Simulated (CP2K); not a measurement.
## Bi under changes of volume

One of the cells (33.614 Å³/atom); the others are scaled copies at fixed shape and fractional positions:

```
Bi
1.0
     3.23838    0.00000    0.00000
     0.00000    3.22164    0.00000
    -0.08045    0.00000    6.44389
Bi
2
Cartesian
  1.7022 0.0000 4.8302
  1.4558 0.0000 1.6137
```

This isn't the form of Bi at room conditions, which is rhombohedral.

```yaml
Program: CP2K 2026.2
Functional: PBE
Potentials_or_basis: POTENTIAL_UZH Bi GTH-PBE-q5; TZVP-MOLOPT-PBE-GTH basis
Density_cutoff: 6123 eV
k_mesh: 8 × 8 × 4
Occupations: fermi-dirac, width 0.05 eV
Spin: no spin polarisation
```

```tsv
volume (Å³/atom)	energy over the lowest point (meV/atom)	pressure (GPa)	largest force (eV/Å)
31.597	74.59	7.0	0.038
32.270	48.61	5.4	0.031
32.942	28.84	4.0	0.025
33.614	14.64	2.8	0.020
34.286	?	?	?
34.959	0.71	0.6	0.016
35.631	0.00	-0.3	0.016
```

**Question.** What does the run at 34.286 Å³/atom give?

**Answer.** Energy over the lowest point 5.44 meV/atom; pressure 1.6 GPa; largest force 0.017 eV/Å.

Worked out: A Birch-Murnaghan fit of order 3 (a polynomial in V^(-2/3)) to the other rows has its minimum at 35.42 Å³/atom with B0 = V·E''(V) = 47 GPa and B' = 4.6 at fixed shape and positions, which overstates the stiffness. It gives 5.44 meV/atom at 34.286 Å³/atom, against the run's 5.44, and -dE/dV = 1.6 GPa, against 1.6.

Energies are extrapolated to zero smearing.

Caveats: the basis of atomic orbitals isn't converged, which shifts pressures, moduli and gaps.
